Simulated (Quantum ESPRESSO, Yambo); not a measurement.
An input for Quantum ESPRESSO 7.5 (SnSeS (1T monolayer (Janus))):

```
&control
  calculation = 'nscf'
  prefix = 'x'
  outdir = 'o'
  pseudo_dir = 'pseudo'
/
&system
  ibrav = 0
  nat = 3
  ntyp = 3
  ecutwfc = 78.0
  nbnd = 40
  force_symmorphic = .true.
/
&electrons
  conv_thr = 1e-9
  electron_maxstep = 80
  diago_full_acc = .true.
  diago_thr_init = 5e-6
/
ATOMIC_SPECIES
  Sn 118.71 Sn.upf
  S 32.06 S.upf
  Se 78.971 Se.upf
CELL_PARAMETERS angstrom
  3.7894679122 -0.0000000001 0.0000000000
  -1.8947339561 3.2817754788 0.0000000000
  0.0000000000 0.0000000000 15.0000000000
ATOMIC_POSITIONS crystal
  Sn 0.0000000000 0.0000000000 0.5034423739
  S 0.3333333333 0.6666666667 0.6008067971
  Se 0.6666666667 0.3333333333 0.3957508290
K_POINTS automatic
  9 9 1 0 0 0
```

```sh
OMP_NUM_THREADS=1 mpirun -n 4 pw.x -nk 4 -in pw.in > pw.out
```

**Question.** Estimate wall time and host memory on 4 MPI ranks of Arm Neoverse V1, shared host.

It took 17 s; on shared hardware allow 8.3 s to 33 s. Peak host memory was 0.54 GiB.

[Paths, hosts, dates, memory and timing lines, banners, echoed tables and standing remarks are left out of the program output.]

[Logs are printed without paths, hosts, clocks, repeated set-up lines and the standing remarks that a program may print on its own settings, such as how far it seeks lower states.]

[Runs of the session that timed out or met a known fault of the program may be left out.]

[Hosts, paths, dates, database ids (printed as entryN), source tags and the programs' standing remarks are cut or masked in the printed files.]
